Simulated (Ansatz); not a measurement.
Runs of Ansatz 0.2.0 on NiO. Symmetry: Fm-3m, No. 225, cubic system. The conventional cell has a = 4.183 Å, b = 4.183 Å, c = 4.183 Å, α = 90.00°, β = 90.00°, γ = 90.00°. Ni (site symmetry m-3m) has 6 O at 2.09 Å as nearest neighbours. O (site symmetry m-3m) has 6 Ni at 2.09 Å as nearest neighbours. 

| task | level | potentials or basis | spin | U | k mesh | smearing | hubbard projectors | double counting | points for each segment of the path | gap on the mesh (eV) | pressure (GPa) | moment (μB) |
| --- | --- | --- | --- | --- | --- | --- | --- | --- | --- | --- | --- | --- |
| single point | LDA+U | Ansatz PAW | collinear, program default start | Ni d U = 8 eV | 8 × 8 × 8 | gaussian 0.05 eV | ortho-atomic (the default) | fll (the default) | - | 2.35 | (b) | 2.00 |
| single point | PBE+U | Ansatz PAW | collinear, random start | Ni d U = 8 eV | 8 × 8 × 8 | gaussian 0.05 eV | ortho-atomic (the default) | fll (the default) | - | 2.37 | 14.3 | 2.00 |
| band structure | PBE+U | Ansatz PAW | collinear, ferromagnetic start | Ni d U = 4 eV | 11 × 11 × 11 | fermi-dirac 0.05 eV | ortho-atomic (the default) | fll (the default) | 14 | 1.27 | (a) | 2.00 |
| band structure | PBE+U | Ansatz PAW | collinear, ferromagnetic start | Ni d U = 5 eV | 11 × 11 × 11 | fermi-dirac 0.05 eV | ortho-atomic (the default) | fll (the default) | 14 | (c) | 11.4 | 2.00 |

Alike in all rows: cell as given; cutoff (eV) 420.

Task: Estimate the missing entries.

Result: (a) 10.5; (b) -4.4; (c) 1.72.

Caveats: the magnetic or orbital state may not be the lowest; a cell with one magnetic atom can't hold antiferromagnetic order, which such compounds often take; the PAW data sets come from PBE, with cores solved anew for the run's functional, which leaves a small shift of forces and pressure (some runs).

A k mesh can miss the band edges.

Not every run made on this cell is shown here.
